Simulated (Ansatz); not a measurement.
**AlAs with an As vacancy: gradients before and after relaxing the atoms**

Start: a supercell of AlAs (zinc blende type, F-43m) built from a COD entry, with all atoms left at the host's positions.

```cif
data_structure
_symmetry_space_group_name_H-M 'P 1'
_symmetry_Int_Tables_number 1
_cell_length_a 12.0084
_cell_length_b 12.0084
_cell_length_c 12.0084
_cell_angle_alpha 60.000
_cell_angle_beta 60.000
_cell_angle_gamma 60.000
_cell_volume 1224.44
loop_
_atom_site_label
_atom_site_type_symbol
_atom_site_fract_x
_atom_site_fract_y
_atom_site_fract_z
_atom_site_occupancy
Al1 Al 0.00000 0.00000 0.00000 1
Al2 Al 0.00000 0.00000 0.33333 1
Al3 Al 0.00000 0.00000 0.66667 1
Al4 Al 0.00000 0.33333 0.00000 1
Al5 Al 0.00000 0.33333 0.33333 1
Al6 Al 0.00000 0.33333 0.66667 1
Al7 Al 0.00000 0.66667 0.00000 1
Al8 Al 0.00000 0.66667 0.33333 1
Al9 Al 0.00000 0.66667 0.66667 1
Al10 Al 0.33333 0.00000 0.00000 1
Al11 Al 0.33333 0.00000 0.33333 1
Al12 Al 0.33333 0.00000 0.66667 1
Al13 Al 0.33333 0.33333 0.00000 1
Al14 Al 0.33333 0.33333 0.33333 1
Al15 Al 0.33333 0.33333 0.66667 1
Al16 Al 0.33333 0.66667 0.00000 1
Al17 Al 0.33333 0.66667 0.33333 1
Al18 Al 0.33333 0.66667 0.66667 1
Al19 Al 0.66667 0.00000 0.00000 1
Al20 Al 0.66667 0.00000 0.33333 1
Al21 Al 0.66667 0.00000 0.66667 1
Al22 Al 0.66667 0.33333 0.00000 1
Al23 Al 0.66667 0.33333 0.33333 1
Al24 Al 0.66667 0.33333 0.66667 1
Al25 Al 0.66667 0.66667 0.00000 1
Al26 Al 0.66667 0.66667 0.33333 1
Al27 Al 0.66667 0.66667 0.66667 1
As28 As 0.08333 0.08333 0.41667 1
As29 As 0.08333 0.08333 0.75000 1
As30 As 0.08333 0.41667 0.08333 1
As31 As 0.08333 0.41667 0.41667 1
As32 As 0.08333 0.41667 0.75000 1
As33 As 0.08333 0.75000 0.08333 1
As34 As 0.08333 0.75000 0.41667 1
As35 As 0.08333 0.75000 0.75000 1
As36 As 0.41667 0.08333 0.08333 1
As37 As 0.41667 0.08333 0.41667 1
As38 As 0.41667 0.08333 0.75000 1
As39 As 0.41667 0.41667 0.08333 1
As40 As 0.41667 0.41667 0.41667 1
As41 As 0.41667 0.41667 0.75000 1
As42 As 0.41667 0.75000 0.08333 1
As43 As 0.41667 0.75000 0.41667 1
As44 As 0.41667 0.75000 0.75000 1
As45 As 0.75000 0.08333 0.08333 1
As46 As 0.75000 0.08333 0.41667 1
As47 As 0.75000 0.08333 0.75000 1
As48 As 0.75000 0.41667 0.08333 1
As49 As 0.75000 0.41667 0.41667 1
As50 As 0.75000 0.41667 0.75000 1
As51 As 0.75000 0.75000 0.08333 1
As52 As 0.75000 0.75000 0.41667 1
As53 As 0.75000 0.75000 0.75000 1
```

Atom numbers follow the list; atoms alike are taken as one site, whose name carries the number of the first.

Level of theory: DFT, PBE, plane waves and PAW, scalar-relativistic, collinear spin, 420 eV cutoff, Γ-centred 2×2×2 k-points, Fermi–Dirac smearing 0.01 eV, cell charge +2 (Ansatz 0.2.0). Start moments as typed (μB): 0.5 0.5 0 0.5 0 0 0 0 0 0.5 0 0 0 0 0 0 0 0 0 0 0 0 0 0 0 0 0 0 0 0 0 0 0 0 0 0 0 0 0 0 0 0 0 0 0 0 0 0 0 0 0 0 0 by atom.

The largest force at the start is 0.33 eV/Å. Relaxing the ions at fixed cell moves them by 0.246 Å at most (atom 2, Al) and 0.073 Å rms.

```csv
site,atom,moved (Å),first shell before,first shell after,V_zz before (10²¹ V/m²),η before
Al1,1,0.246,3 As at 2.45 Å,3 As at 2.41 Å,4.58,0.00
Al3,3,0.019,4 As at 2.45 Å,4 As at 2.44–2.48 Å,-0.35,0.99
Al5,5,0.037,4 As at 2.45 Å,4 As at 2.43–2.45 Å,-0.098,0.91
Al18,18,0.003,4 As at 2.45 Å,4 As at 2.44–2.45 Å,0.006,0.00
As28,28,0.040,4 Al at 2.45 Å,4 Al at 2.41–2.48 Å,5.27,0.07
As31,31,0.007,4 Al at 2.45 Å,4 Al at 2.44 Å,-0.25,0.00
As35,35,0.008,4 Al at 2.45 Å,4 Al at 2.44–2.45 Å,-0.33,0.00
As41,41,0.014,4 Al at 2.45 Å,4 Al at 2.43–2.44 Å,-0.21,0.03
```

(1) What are V_zz and η after the relaxation?

Answers

(1) 

```tsv
site	atom	V_zz after	η after	change of V_zz
Al1	1	6.29	0.00	+1.71
Al3	3	0.70	0.64	–
Al5	5	-0.49	0.89	-0.39
Al18	18	0.052	0.00	+0.05
As28	28	4.89	0.50	-0.38
As31	31	-0.51	0.00	-0.26
As35	35	-0.71	0.00	-0.38
As41	41	0.38	0.56	–
```

The largest change of V_zz along a kept axis is on Al1, from 4.58 to 6.29. In per cent, |V_zz| changes by +37 on Al, -7 on As (all sites that start above 2). Where |V_zz| stays above 0.1 and the axes keep their order, η moves most on As28, from 0.07 to 0.50. On Al3, As41 the largest principal value lies along another axis in the second run, so the two V_zz can't be compared directly. Sites without a gradient aren't listed. The electronic state changes along with the positions (absolute moment from 0.3 to 0.8 μB), so the changes aren't those of geometry alone.

The defect repeats with the cell of 53 atoms, so it feels its images: sites between two images don't show the values beside a lone defect, and zeros or small values of η there can come from the images' arrangement. A uniform background compensates the cell's charge. The defect cell has no gap above 0.1 eV on its mesh, so the values can hang on the smearing and the k-mesh.
Before: The neighbours have not yet relaxed around the defect (largest force 0.33 eV/Å), so a real crystal will differ.
After: The relaxation keeps the symmetry of the vacancy's site, so distortions that break it, Jahn–Teller ones too, aren't explored. The run lost most of its start moments on Al; a state with other moments may lie lower.
